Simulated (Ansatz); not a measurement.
# TiCo: the cost of one run

Method: DFT PBE, scalar-relativistic, plane waves, PAW, in Ansatz 0.2.0.

## 1. The starting structure

It takes space group Fm-3m (No. 225, cubic). The conventional cell has a = 4.590 Å, b = 4.590 Å, c = 4.590 Å, α = 90.00°, β = 90.00°, γ = 90.00°. Around Ti (site symmetry m-3m) lie 6 Co at 2.29 Å. Around Co (site symmetry m-3m) lie 6 Ti at 2.29 Å.

Structure file:

```xyz
2
Lattice="0.0000 2.2949 2.2949 2.2949 0.0000 2.2949 2.2949 2.2949 0.0000" Properties=species:S:1:pos:R:3 pbc="T T T"
Ti    0.0000    0.0000    0.0000
Co    2.2949    2.2949    2.2949
```

A structure generator made this guess: species swapped into a database cell of MnSe (Fm-3m, No. 225), with Ti on the Mn sites and Co on the Se sites. The dimensions are guesses.

## 2. The guess as it stands, on a coarse mesh

Input file input.yaml:

```yaml
crystal:
  lattice:
    - [0.0, 2.29492316, 2.29492316]
    - [2.29492316, 0.0, 2.29492316]
    - [2.29492316, 2.29492316, 0.0]
  atoms:
    - { symbol: Ti, position: [0.0, 0.0, 0.0] }
    - { symbol: Co, position: [0.5, 0.5, 0.5], spin: 3.0 }
basis:
  ecutwfc: 420
kpoints:
  mp_grid: { grid: [6, 6, 6] }
hamiltonian:
  xc: pbe
scf:
  occupations: { method: gaussian, width: 0.1 }
  lower_state_search: "off"
output:
  forces: true
  stress: true
  eigenvalues: true
  populations: true
magnetization:
  spin_polarized: true
```

Run with:

```bash
$ ansatz run input.yaml --threads 1 --pin off --max-ram 2560MiB --backend cpu --events-out ev --progress --plain --runs-dir out
```

What time and memory should one allow on 1 thread of Intel Xeon at 2.70GHz, shared host?

About 3.7 s, with a peak of 0.32 GiB.
